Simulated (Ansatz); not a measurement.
# WC (Qusongite) (Pm) in Ansatz: further runs

Runs on WC (Qusongite). Level: PBE. Tasks: relaxation of the atoms.

Program: Ansatz 0.2.0. These are calculated values, not measurements. Logs are shortened: lines on timing, memory, paths and dates and some standing lists are left out, and cuts for length are marked.

### Step 1. The cell of the first run

The structure is monoclinic, space group Pm (No. 6). Conventional cell: a = 2.894 Å, b = 2.837 Å, c = 2.907 Å, α = 90.00°, β = 119.57°, γ = 90.00°. W (site symmetry m) is surrounded by 6 C at 2.19 to 2.20 Å. C (site symmetry m) has 6 W at 2.19 to 2.20 Å as nearest neighbours.

### Step 2. Relaxation of the atoms, PBE (strain = 0.01)

File input.yaml:

```yaml
crystal:
  lattice:
    - [2.9065, 0.0145325, 0.0]
    - [-1.4406644858, 2.5098365861, 0.0]
    - [0.0, 0.0, 2.8366]
  atoms:
    - { symbol: W, position: [0.0, 0.0, 0.0] }
    - { symbol: C, position: [0.6666666667, 0.3333333333, 0.5] }
kpoints:
  mp_grid: { grid: [10, 10, 9] }
scf:
  occupations: { method: fermi_dirac, width: 0.05 }
hamiltonian:
  xc: pbe
  pseudopotentials: { kind: all_electron, lapw: { basis_error: 0.001 } }
output:
  forces: true
  stress: true
relax:
  f_tol: 0.01
  max_steps: 60
```

Potentials or basis: all-electron LAPW, scalar-relativistic.

The run is started by

```bash
> ansatz run input.yaml --threads 1 --pin off --max-ram 3072MiB --backend cpu --events-out ev --progress --plain --runs-dir out
```

The log of the run:

```text
Warning: RAYON_NUM_THREADS=1 ignored (pool sized by the plan → 1); use --threads N
The last accepted step is kept in <dir> (removed where the run ends without a failure and the disk answers)
LAPW: plane waves up to 9.726 Å⁻¹, error target 1.0e-3 eV per atom; small_component_spin mean_spin; C in spheres of 0.870 Å, 6 of its electrons in bands, Dirac shells []; W in spheres of 1.256 Å, 44 of its electrons in bands, Dirac shells [] (how accurate: hamiltonian.pseudopotentials.lapw.basis_error, Limitations)
Engine: ansatz 0.2.0, x86_64-unknown-linux-gnu
Pseudopotentials: kind: all_electron
Pseudopotential: W, LAPW, valence charge 44, lapw/all_electron/scalar/gaussian/W, Koelling and Harmon's equation, gaussian nucleus
Pseudopotential: C, LAPW, valence charge 6, lapw/all_electron/scalar/gaussian/C, Koelling and Harmon's equation, gaussian nucleus
Functional definition: PBE
  parameter kappa = 0.804
  parameter beta = 0.06672455060314922
  exchange = pbe_x(kappa = kappa, mu = beta*pi^2/3)
  correlation = pbe_c(beta = beta)
Crystal: 2 atoms, lattice volume = 20.752 Å³
Basis set: ecut = 360.39839292844755 eV, 323 PW (Γ), exchange–correlation at level 2
Bands: 30, of which v1, the nominal top of the filled ones, is band 25 counted from 1 (24 counted from 0)
Symmetry: 2 space group operations
Space group: Pm (ITA 6), of the structure as read, at distance tolerance 2.7e-5 Å
k-points: 260 of 900 (time reversal used)
Non-local potential: W, projectors of the file, none
Non-local potential: C, projectors of the file, none
Initial density: superposition of atomic densities (chi_scale 0.1, normalization cell, long waves kept (reshape's long-wave potential 0.00 eV rms))
Initial wavefunctions: plane waves of lowest kinetic energy (no species holds an atomic orbital)
Functional: x = pbe(κ = 0.804, μ = 0.2195149727645171), c = pbe(β = 0.06672455060314922)
iter 1 solved again at ethr=8.63e-3 eV; its pass at ethr=1.00e-1 eV (dr2=4.31e0 eV) is discarded
SCF iter   1: F=—  HF=-440240.905439 eV  |F-HF|=—  |Δ(HF+E_count)|=         —  Δρ=1.30e-1  dr2=4.31e0  ethr=8.63e-3  ⟨swp⟩=2.0  Hψ=48227  notcnv=0
preconditioner: auto → none  [metal: Δε(μ)=0.085 eV  Ē_g=27.547 eV  σ=0.050 eV  W_gap=0.40  n_scr=8 (ndim 8)  ℏωp=44.6 eV  f_vac=0.000  D(μ)=0.17/eV (n_scr^D=0)  sad-step TF]
iter 2 solved again at ethr=3.62e-4 eV; its pass at ethr=8.63e-3 eV (dr2=1.81e-1 eV) is discarded
SCF iter   2: F=—  HF=-440239.400947 eV  |F-HF|=—  |Δ(HF+E_count)|=    1.50e0  Δρ=2.94e-2  dr2=1.81e-1  ethr=3.62e-4  ⟨swp⟩=2.0  Hψ=39447  notcnv=0
SCF iter   3: F=—  HF=-440239.374009 eV  |F-HF|=—  |Δ(HF+E_count)|=         —  Δρ=1.28e-2  dr2=1.41e-2  ethr=3.62e-4  ⟨swp⟩=3.0  Hψ=24191  notcnv=0
the basis was enlarged: its passes take 534.9 KiB over the memory plan, 1 of 1 planned eigensolver slots
SCF iter   4: F=—  HF=-440239.377195 eV  |F-HF|=—  |Δ(HF+E_count)|=   3.19e-3  Δρ=4.34e-3  dr2=1.70e-3  ethr=2.83e-5  ⟨swp⟩=3.0  Hψ=24125  notcnv=0
SCF iter   5: F=—  HF=-440239.373421 eV  |F-HF|=—  |Δ(HF+E_count)|=   3.77e-3  Δρ=1.74e-3  dr2=4.24e-4  ethr=3.40e-6  ⟨swp⟩=3.0  Hψ=23537  notcnv=0
SCF iter   6: F=—  HF=-440239.373396 eV  |F-HF|=—  |Δ(HF+E_count)|=   2.54e-5  Δρ=1.39e-4  dr2=4.14e-6  ethr=8.48e-7  ⟨swp⟩=2.7  Hψ=22596  notcnv=0
SCF iter   7: F=-440239.373394 eV  HF=-440239.373394 eV  |F-HF|=2.90e-8  |Δ(HF+E_count)|=   1.58e-6  Δρ=3.54e-5  dr2=1.49e-7  ethr=8.28e-9  ⟨swp⟩=2.2  Hψ=22431  notcnv=0
SCF 1 converged in 7 iterations: F = -440239.373394 eV  dr2 = 1.49e-7
relax step   1: F+E_penalty+E_count = -440239.37339417 eV  Δ(F+E_penalty+E_count) = +0.000e0 eV  max|allowed force component| = 5.415e-2 eV/Å  Δτ_max = 0.0000 Å  (7 SCF iters, dr2 threshold 2.50e-6 eV, accepted)
Initial density: handed on by an earlier stage of this run
Initial wavefunctions: those handed on with the density
iter 1 solved again at ethr=1.15e-8 eV; its pass at ethr=1.00e-1 eV (dr2=5.74e-6 eV) is discarded
SCF iter   1: F=—  HF=-440239.373493 eV  |F-HF|=—  |Δ(HF+E_count)|=         —  Δρ=3.29e-4  dr2=2.38e-5  ethr=1.15e-8  ⟨swp⟩=4.2  Hψ=39623  notcnv=0
eigensolver tolerance schedule calibrated: the retry pair's looser diagonalisation under-reported the residual by θ = 0.76 (0.11/decade); ethr = c·dr2/N_el runs at the constant in force after the calibration composes with the one it found (an armed cap, an earlier calibration), c = 8.4e-2
preconditioner: auto → none  [metal: Δε(μ)=0.018 eV  Ē_g=28.559 eV  σ=0.050 eV  W_gap=0.09  n_scr=8 (ndim 8)  ℏωp=44.6 eV  f_vac=0.004  D(μ)=0.23/eV (n_scr^D=0)]
SCF iter   2: F=—  HF=-440239.373483 eV  |F-HF|=—  |Δ(HF+E_count)|=   1.04e-5  Δρ=8.89e-5  dr2=1.10e-6  ethr=1.15e-8  ⟨swp⟩=3.0  Hψ=23686  notcnv=0
iter 3 solved again at ethr=7.37e-11 eV; its pass at ethr=1.83e-9 eV (dr2=4.41e-8 eV) is discarded
SCF iter   3: F=-440239.373482 eV  HF=-440239.373482 eV  |F-HF|=9.49e-9  |Δ(HF+E_count)|=   3.45e-7  Δρ=2.30e-5  dr2=4.41e-8  ethr=7.37e-11  ⟨swp⟩=2.0  Hψ=39358  notcnv=0
SCF 2 converged in 3 iterations: F = -440239.373482 eV  dr2 = 4.41e-8
relax step   2: F+E_penalty+E_count = -440239.37348224 eV  Δ(F+E_penalty+E_count) = -8.807e-5 eV  max|allowed force component| = 9.846e-3 eV/Å  Δτ_max = 0.0014 Å  (3 SCF iters, dr2 threshold 1.83e-7 eV, accepted)
iter 1 solved again at ethr=8.81e-11 eV; its pass at ethr=1.00e-1 eV (dr2=4.41e-8 eV) is discarded
SCF iter   1: F=—  HF=-440239.373482 eV  |F-HF|=—  |Δ(HF+E_count)|=         —  Δρ=2.30e-5  dr2=4.41e-8  ethr=8.81e-11  ⟨swp⟩=2.0  Hψ=31736  notcnv=0
SCF iter   2: F=-440239.373482 eV  HF=-440239.373482 eV  |F-HF|=2.85e-9  |Δ(HF+E_count)|=   1.52e-7  Δρ=1.13e-5  dr2=9.72e-9  ethr=8.81e-11  ⟨swp⟩=2.1  Hψ=22414  notcnv=0
SCF 3 converged in 2 iterations: F = -440239.373482 eV  dr2 = 9.72e-9
relax step   3: F+E_penalty+E_count = -440239.37348225 eV  Δ(F+E_penalty+E_count) = -4.540e-9 eV  max|allowed force component| = 9.815e-3 eV/Å  Δτ_max = 0.0000 Å  (2 SCF iters, accepted)
SCF converged after 2 iterations
Free energy (F): -440239.373482 eV
Harris-Foulkes:  -440239.373482 eV  (|F-HF|=2.85e-9)
Internal energy: -440239.371672 eV  (E = F + TS)
E sigma→0 (E₀):  -440239.372577 eV
Entropy (-TS):   -0.001811 eV (-0.905 meV/atom)
Fermi energy:    25.666299 eV
--- Per-component energies (eV) ---
  E_band       = -4906.525596
  E_kinetic    = 492919.251078
  E_xc         = -8981.252623
  E_electrostatic = -924177.370127  (all electrons and nuclei)
  E_smearing   = -0.001811  (= −TS)
  E_closure    = 0.000000  (closes the sum)
  E_atoms      = -440218.421447  (free atoms, spherical and without spin; not in F)
  Σ components = -440239.373482   (vs F -440239.373482, Δ=0.00e0)
  Basis errors (estimates in eV, not in F): energy 3.9e-4 per atom: plane waves 3.4e-4 (1.9e-4 summed), levels above the bands 2.7e-58, relativity 4.9e-8, radial functions 4.2e-5, core shells 3.8e-7; eigenvalues (radial functions only) 1.2e-6; not estimated: angular momenta, meshes, grids; target (lapw.basis_error) 1.0e-3; muffin-tin radii C 0.870 Å, W 1.256 Å
--- Forces (eV/Å), atoms counted from 1 ---
  atom   1  W      0.00980235    -0.00005766     0.00000000
  atom   2  C     -0.00982698     0.00005803     0.00000000
  max |Σ_I F_I| component: 2.46e-5 eV/Å
--- Stress (GPa, compression-positive) ---
        5.971422      -2.571273       0.000000
       -2.571273       6.045317       0.000000
        0.000000       0.000000       5.145580
  P = ⅓ Tr σ = 5.7208 GPa (57.208 kbar)
--- Relaxed structure (3 steps of the walk, 3 accepted, 0 SCFs on fresh bases) ---
  F+E_penalty+E_count = -440239.37348225 eV   max|allowed force component| = 9.815e-3 eV/Å
  atoms:
    - { symbol: W, position: [0.0004663115998994462, -1.406653690770168e-5, 0.0] }
    - { symbol: C, position: [0.6662003551001004, 0.3333473998369077, 0.5] }
```

Run time: 5.9 min. Hardware: 1 thread of AMD EPYC (Zen 3), shared host; peak memory 0.73 GiB.

What came out:

```
Free energy                  : -440239.3735 eV
Energy gained by relaxing    : 0.0 meV/atom
Ionic steps                  : 3
Pressure after relaxing      : 5.7 GPa
Largest force after relaxing : 0.010 eV/Å
```

Forces on the atoms (eV/Å):
```
W    0.010  0.000  0.000
C   -0.010  0.000  0.000
```

Final structure:
```cif
data_structure
_symmetry_space_group_name_H-M 'P 1'
_symmetry_Int_Tables_number 1
_cell_length_a 2.9065
_cell_length_b 2.8939
_cell_length_c 2.8366
_cell_angle_alpha 90.000
_cell_angle_beta 90.000
_cell_angle_gamma 119.570
_cell_volume 20.75
loop_
_atom_site_label
_atom_site_type_symbol
_atom_site_fract_x
_atom_site_fract_y
_atom_site_fract_z
_atom_site_occupancy
W1 W 0.00047 0.99999 0.00000 1
C1 C 0.66620 0.33335 0.50000 1
```

Spin-orbit coupling is left out, which matters for the levels of W.

### Step 3. Relaxation of the atoms, PBE (strain = -0.02)

input.yaml: that of step 2 with these lines changed.

```diff
@@ -2,4 +2,4 @@
   lattice:
-    - [2.9065, 0.0145325, 0.0]
-    - [-1.4406644858, 2.5098365861, 0.0]
+    - [2.9065, -0.029065, 0.0]
+    - [-1.4784210284, 2.5316353361, 0.0]
     - [0.0, 0.0, 2.8366]
```

Potentials or basis: all-electron LAPW, scalar-relativistic.

The run is started by

```bash
> ansatz run input.yaml --threads 1 --pin off --max-ram 3072MiB --backend cpu --events-out ev --progress --plain --runs-dir out
```

The log of the run:

```text
Warning: RAYON_NUM_THREADS=1 ignored (pool sized by the plan → 1); use --threads N
[... 1 set-up line as earlier in the session ...]
LAPW: plane waves up to 9.753 Å⁻¹, error target 1.0e-3 eV per atom; small_component_spin mean_spin; C in spheres of 0.867 Å, 6 of its electrons in bands, Dirac shells []; W in spheres of 1.253 Å, 44 of its electrons in bands, Dirac shells [] (how accurate: hamiltonian.pseudopotentials.lapw.basis_error, Limitations)
[... 9 set-up lines as earlier in the session ...]
Crystal: 2 atoms, lattice volume = 20.750 Å³
Basis set: ecut = 362.43595399439835 eV, 323 PW (Γ), FFT grids on a1+a2, −a1, a3, exchange–correlation at level 2
Bands: 30, of which v1, the nominal top of the filled ones, is band 25 counted from 1 (24 counted from 0)
[... 2 set-up lines as earlier in the session ...]
k-points: 260 of 900 (time reversal used)
[... 5 set-up lines as earlier in the session ...]
iter 1 solved again at ethr=8.67e-3 eV; its pass at ethr=1.00e-1 eV (dr2=4.34e0 eV) is discarded
SCF iter   1: F=—  HF=-440240.900876 eV  |F-HF|=—  |Δ(HF+E_count)|=         —  Δρ=1.30e-1  dr2=4.34e0  ethr=8.67e-3  ⟨swp⟩=2.0  Hψ=48303  notcnv=0
preconditioner: auto → none  [metal: Δε(μ)=0.069 eV  Ē_g=27.547 eV  σ=0.050 eV  W_gap=0.31  n_scr=8 (ndim 8)  ℏωp=44.6 eV  f_vac=0.000  D(μ)=0.14/eV (n_scr^D=0)  sad-step TF]
iter 2 solved again at ethr=3.73e-4 eV; its pass at ethr=8.67e-3 eV (dr2=1.87e-1 eV) is discarded
SCF iter   2: F=—  HF=-440239.396380 eV  |F-HF|=—  |Δ(HF+E_count)|=    1.50e0  Δρ=2.98e-2  dr2=1.87e-1  ethr=3.73e-4  ⟨swp⟩=2.0  Hψ=39361  notcnv=0
SCF iter   3: F=—  HF=-440239.368890 eV  |F-HF|=—  |Δ(HF+E_count)|=         —  Δρ=1.28e-2  dr2=1.43e-2  ethr=3.73e-4  ⟨swp⟩=3.0  Hψ=24209  notcnv=0
the basis was enlarged: its passes take 332.5 KiB over the memory plan, 1 of 1 planned eigensolver slots
SCF iter   4: F=—  HF=-440239.371883 eV  |F-HF|=—  |Δ(HF+E_count)|=   2.99e-3  Δρ=4.37e-3  dr2=1.72e-3  ethr=2.86e-5  ⟨swp⟩=3.0  Hψ=24148  notcnv=0
SCF iter   5: F=—  HF=-440239.368120 eV  |F-HF|=—  |Δ(HF+E_count)|=   3.76e-3  Δρ=1.76e-3  dr2=4.38e-4  ethr=3.43e-6  ⟨swp⟩=3.0  Hψ=23525  notcnv=0
[... 13 lines left out ...]
SCF 2 converged in 3 iterations: F = -440239.368427 eV  dr2 = 2.17e-7
relax step   2: F+E_penalty+E_count = -440239.36842678 eV  Δ(F+E_penalty+E_count) = -3.363e-4 eV  max|allowed force component| = 1.917e-2 eV/Å  Δτ_max = 0.0027 Å  (3 SCF iters, dr2 threshold 7.01e-7 eV, accepted)
SCF iter   1: F=—  HF=-440239.368440 eV  |F-HF|=—  |Δ(HF+E_count)|=         —  Δρ=1.69e-4  dr2=5.46e-6  ethr=8.89e-8  ⟨swp⟩=3.0  Hψ=25505  notcnv=0
preconditioner: auto → none  [metal: Δε(μ)=0.060 eV  Ē_g=28.560 eV  σ=0.050 eV  W_gap=0.28  n_scr=8 (ndim 8)  ℏωp=44.6 eV  f_vac=0.003  D(μ)=0.22/eV (n_scr^D=0)]
iter 2 solved again at ethr=7.85e-10 eV; its pass at ethr=1.09e-8 eV (dr2=3.92e-7 eV) is discarded
SCF iter   2: F=—  HF=-440239.368438 eV  |F-HF|=—  |Δ(HF+E_count)|=   1.90e-6  Δρ=5.74e-5  dr2=3.92e-7  ethr=7.85e-10  ⟨swp⟩=2.0  Hψ=39230  notcnv=0
SCF iter   3: F=—  HF=-440239.368438 eV  |F-HF|=—  |Δ(HF+E_count)|=  2.91e-10  Δρ=2.85e-5  dr2=1.65e-7  ethr=7.84e-10  ⟨swp⟩=3.0  Hψ=23571  notcnv=0
SCF iter   4: F=-440239.368438 eV  HF=-440239.368438 eV  |F-HF|=4.66e-9  |Δ(HF+E_count)|=   5.16e-8  Δρ=1.14e-5  dr2=1.31e-8  ethr=3.30e-10  ⟨swp⟩=3.0  Hψ=23447  notcnv=0
SCF 3 converged in 4 iterations: F = -440239.368438 eV  dr2 = 1.31e-8
relax step   3: F+E_penalty+E_count = -440239.36843821 eV  Δ(F+E_penalty+E_count) = -1.143e-5 eV  max|allowed force component| = 9.757e-5 eV/Å  Δτ_max = 0.0006 Å  (4 SCF iters, accepted)
SCF converged after 4 iterations
Free energy (F): -440239.368438 eV
Harris-Foulkes:  -440239.368438 eV  (|F-HF|=4.66e-9)
Internal energy: -440239.366655 eV  (E = F + TS)
E sigma→0 (E₀):  -440239.367547 eV
Entropy (-TS):   -0.001783 eV (-0.892 meV/atom)
Fermi energy:    25.680373 eV
--- Per-component energies (eV) ---
  E_band       = -4906.418583
  E_kinetic    = 492919.254474
  E_xc         = -8981.254924
  E_electrostatic = -924177.366204  (all electrons and nuclei)
  E_smearing   = -0.001783  (= −TS)
  E_closure    = 0.000000  (closes the sum)
  E_atoms      = -440218.421447  (free atoms, spherical and without spin; not in F)
  Σ components = -440239.368438   (vs F -440239.368438, Δ=0.00e0)
  Basis errors (estimates in eV, not in F): energy 3.8e-4 per atom: plane waves 3.4e-4 (2.0e-4 summed), levels above the bands 2.5e-58, relativity 4.8e-8, radial functions 3.9e-5, core shells 4.1e-7; eigenvalues (radial functions only) 1.3e-6; not estimated: angular momenta, meshes, grids; target (lapw.basis_error) 1.0e-3; muffin-tin radii C 0.867 Å, W 1.253 Å
--- Forces (eV/Å), atoms counted from 1 ---
  atom   1  W      0.00010240    -0.00000585     0.00000000
  atom   2  C     -0.00009274     0.00000624     0.00000000
  max |Σ_I F_I| component: 9.66e-6 eV/Å
--- Stress (GPa, compression-positive) ---
        6.010617       5.155625       0.000000
        5.155625       6.207959       0.000000
        0.000000       0.000000       5.153972
  P = ⅓ Tr σ = 5.7908 GPa (57.908 kbar)
--- Relaxed structure (3 steps of the walk, 3 accepted, 0 SCFs on fresh bases) ---
  F+E_penalty+E_count = -440239.36843821 eV   max|allowed force component| = 9.757e-5 eV/Å
  atoms:
    - { symbol: W, position: [-0.0011495705765372348, -3.9296637317568055e-5, 0.0] }
    - { symbol: C, position: [0.667816237276537, 0.33337262993731753, 0.4999999999999999] }
```

Wall time 6.3 min (1 thread of AMD EPYC (Zen 3), shared host); peak memory 0.72 GiB.

What came out:

```
Free energy               : -440239.3684 eV
Energy gained by relaxing : 0.2 meV/atom
Ionic steps               : 3
Pressure after relaxing   : 5.8 GPa
```

Stress tensor (GPa, compression positive):
```
6.01 5.16 0.00
5.16 6.21 0.00
0.00 0.00 5.15
```

The path:
```csv
step,energy change (eV),largest force (eV/Å)
1,0.0000,0.1060
2,-0.0003,0.0192
3,-0.0003,0.0001
```

Final structure:
```
W C
1.0
     2.90650   -0.02907    0.00000
    -1.47842    2.53164    0.00000
     0.00000    0.00000    2.83660
W C
1 1
Direct
  0.99885 0.99996 0.00000
  0.66782 0.33337 0.50000
```
